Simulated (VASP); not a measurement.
Input of a VASP 6.6.1 run:

Contents of run.py:

```python
from ase.calculators.vasp import Vasp
from ase.dft.bandgap import bandgap
from ase.io import read

atoms = read('LiH.xyz')
calc = Vasp(
    directory='calc',
    xc='rpbe',
    pp='PBE',
    setups={'base': 'minimal', 'Li': '_GW', 'H': '_GW'},
    prec='Accurate',
    encut=550,
    ediff=1e-06,
    ismear=0,
    sigma=0.1,
    lreal=False,
    lasph=True,
    nelm=80,
    algo='Normal',
    isif=2,
    lwave=False,
    lcharg=False,
    kpts=[11, 11, 11],
    gamma=True,
)
atoms.calc = calc

print('energy (eV):', atoms.get_potential_energy())
print('free energy (eV):', atoms.get_potential_energy(force_consistent=True))
print('forces (eV/A):')
print(atoms.get_forces())
print('stress (eV/A^3, Voigt):', atoms.get_stress())
print('Fermi level (eV):', calc.get_fermi_level())
gap, top, bottom = bandgap(calc)
print('band gap (eV):', gap, 'from (spin, k, band)', top, 'to', bottom)
```

Contents of LiH.xyz:

```xyz
2
Lattice="0.0000000000 2.0367500000 2.0367500000 2.0367500000 0.0000000000 2.0367500000 2.0367500000 2.0367500000 0.0000000000" Properties=species:S:1:pos:R:3 pbc="T T T"
Li     0.0000000000      0.0000000000      0.0000000000
H      2.0367500000      2.0367500000      2.0367500000
```

Potentials or basis: VASP PAW PBE potentials, release 64 (Li_GW, H_GW).

Launch:

```sh
$ python run.py
```

Problem. What does it give for the pressure?

Solution. -0.4 GPa.

Problem. What does it give for the band gap on the k mesh?

Solution. 3.36 eV, direct.

Caveat: the PAW data sets were made with another functional, which shifts forces and pressure a little; an odd mesh through Γ misses points on the zone boundary, where band edges often lie. RPBE gaps usually lie below the measured ones, often by a third to a half.
